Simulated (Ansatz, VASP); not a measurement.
This is a calculation of Co for Ansatz 0.2.0.

input.yaml

```yaml
crystal:
  lattice:
    - [2.5229743363, 0.0, 0.0]
    - [-1.2614871681, 2.1849598683, 0.0]
    - [0.0, 0.0, 3.8602983168]
  atoms:
    - { symbol: Co, position: [0.6666666667, 0.3333333333, 0.75], spin: 2.0 }
    - { symbol: Co, position: [0.3333333333, 0.6666666667, 0.25], spin: 2.0 }
kpoints:
  mp_grid: { grid: [12, 12, 7] }
scf:
  occupations: { method: fermi_dirac, width: 0.05 }
hamiltonian:
  xc: pbesol
  pseudopotentials: { kind: all_electron, lapw: { basis_error: 0.001 } }
magnetization:
  spin_polarized: true
output:
  forces: true
  stress: true
  eigenvalues: true
```

Potentials or basis: all-electron LAPW, scalar-relativistic.

The run is started by

```sh
$ ansatz run input.yaml --threads 2 --pin off --max-ram 6144MiB --backend cpu --events-out ev --progress --plain --runs-dir out
```

Q: Set up the same calculation for VASP 6.6.1. Potentials there: VASP PAW PBE potentials, release 64 (Co).

A: As run (the cutoff follows the program's own potentials):

Contents of INCAR:

```
ALGO = Fast
EDIFF = 1E-7
ENCUT = 520
GGA = PS
ISIF = 2
ISMEAR = -1
ISPIN = 2
LASPH = True
LCHARG = False
LMAXMIX = 4
LORBIT = 11
LREAL = False
LWAVE = False
MAGMOM = 2 2
NBANDS = 20
NELM = 150
PREC = Accurate
SIGMA = 0.05
```

The input KPOINTS:

```
k-points
0
Gamma
  12 12 7
```

File POSCAR:

```
Co
1.0
    2.5229743363      0.0000000000      0.0000000000
   -1.2614871681      2.1849598683      0.0000000000
    0.0000000000      0.0000000000      3.8602983168
Co
2
Direct
    0.6666666667      0.3333333333      0.7500000000
    0.3333333333      0.6666666667      0.2500000000
```

Potentials or basis: VASP PAW PBE potentials, release 64 (Co).

Launch:

```console
$ cat potpaw_PBE.64/Co/POTCAR > POTCAR
$ mpirun -np 1 vasp_std > vasp.out
```

Both were run:

|  | VASP | Ansatz | Ansatz less VASP |
| --- | --- | --- | --- |
| gap on the k mesh at the Fermi level (eV) | none | none | - |
| pressure (GPa) | -5.7 | -5.1 | +0.64 |
| largest component of the traceless stress (GPa) | 10.33 | 10.70 | +0.377 |
| net moment per atom (μB) | 1.59 | 1.59 | +0.005 |
| size of the moment on the site where the two differ most (μB) | 1.60 | 1.65 | +0.049 |

Site moments also hang on the region over which each program counts them. A gap of «none» marks a metal or a gap that the smearing closes. Ansatz ran all-electron here, so the differences hold the error of VASP's frozen core and of both bases.

Caveats: the PAW data sets were made with another functional, which shifts forces and pressure a little (VASP).
